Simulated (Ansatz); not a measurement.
**How much do the gradients of ZnS depend on the method?**

Cell: a computed structure from the Materials Project (it need not be an observed phase).

```
Zn S
1.0
     3.80979    0.00000    0.00000
    -1.90490    3.29938    0.00000
     0.00000    0.00000   62.26826
Zn S
20 20
Direct
  0.33333 0.66667 0.94990
  0.00000 0.00000 0.14997
  0.66667 0.33333 0.39992
  0.66667 0.33333 0.89995
  0.00000 0.00000 0.84998
  0.66667 0.33333 0.70000
  0.66667 0.33333 0.10001
  0.66667 0.33333 0.55006
  0.00000 0.00000 0.65002
  0.33333 0.66667 0.05000
  0.00000 0.00000 0.99991
  0.00000 0.00000 0.44995
  0.33333 0.66667 0.19999
  0.33333 0.66667 0.30009
  0.33333 0.66667 0.49995
  0.00000 0.00000 0.34992
  0.66667 0.33333 0.25007
  0.33333 0.66667 0.60011
  0.66667 0.33333 0.80006
  0.33333 0.66667 0.75006
  0.66667 0.33333 0.58761
  0.66667 0.33333 0.13750
  0.33333 0.66667 0.63758
  0.66667 0.33333 0.83751
  0.33333 0.66667 0.33754
  0.33333 0.66667 0.98736
  0.33333 0.66667 0.08752
  0.33333 0.66667 0.23750
  0.66667 0.33333 0.73750
  0.66667 0.33333 0.93743
  0.00000 0.00000 0.88751
  0.66667 0.33333 0.43748
  0.66667 0.33333 0.28760
  0.00000 0.00000 0.48745
  0.33333 0.66667 0.78759
  0.00000 0.00000 0.38739
  0.00000 0.00000 0.03748
  0.00000 0.00000 0.18751
  0.33333 0.66667 0.53748
  0.00000 0.00000 0.68753
```

Sites (sets of like atoms) are named by element and the number of their first atom in this list.

First run. The numbers come from a DFT calculation in Ansatz (PBE, plane waves and PAW, scalar-relativistic, 420 eV cutoff, Γ-centred 8×8×1 k-points, Fermi–Dirac smearing 0.02 eV).

```csv
site,atom,V_zz (10²¹ V/m²),η
Zn10,10,0.11,0.00
Zn11,11,-0.030,0.00
Zn12,12,0.11,0.00
S21,21,0.17,0.00
S24,24,0.027,0.00
S26,26,0.072,0.00
S28,28,0.10,0.00
S29,29,0.093,0.00
S31,31,0.12,0.00
S32,32,0.16,0.00
S35,35,0.15,0.00
S36,36,0.049,0.00
S37,37,0.20,0.00
S39,39,0.12,0.00
```

Second run. The same atoms and settings, except that the functional is r2SCAN and the cutoff is 500 eV.

**Question.** What does the second run give?

**Answer.** 

```
site  atom    V_zz     η  change of V_zz
Zn10    10    0.11  0.00            0.00
Zn11    11  -0.016  0.00           +0.01
Zn12    12    0.11  0.00            0.00
 S21    21    0.19  0.00           +0.02
 S24    24   0.009  0.00           -0.02
 S26    26   0.052  0.00           -0.02
 S28    28   0.080  0.00           -0.02
 S29    29   0.072  0.00           -0.02
 S31    31    0.14  0.00           +0.02
 S32    32    0.17  0.00           +0.01
 S35    35    0.16  0.00           +0.01
 S36    36   0.030  0.00           -0.02
 S37    37    0.21  0.00           +0.01
 S39    39    0.10  0.00           -0.02
```

No V_zz moves by more than 0.02. The table leaves out 21 of the 35 sites, with |V_zz| up to 0.10; their tensors move by 0.02 at most along any direction. The statements above cover all sites.

For the second run: With these PAW files V_zz is typically within 2 to 3 % of all-electron values, but misses above 10 % occur on Zn.
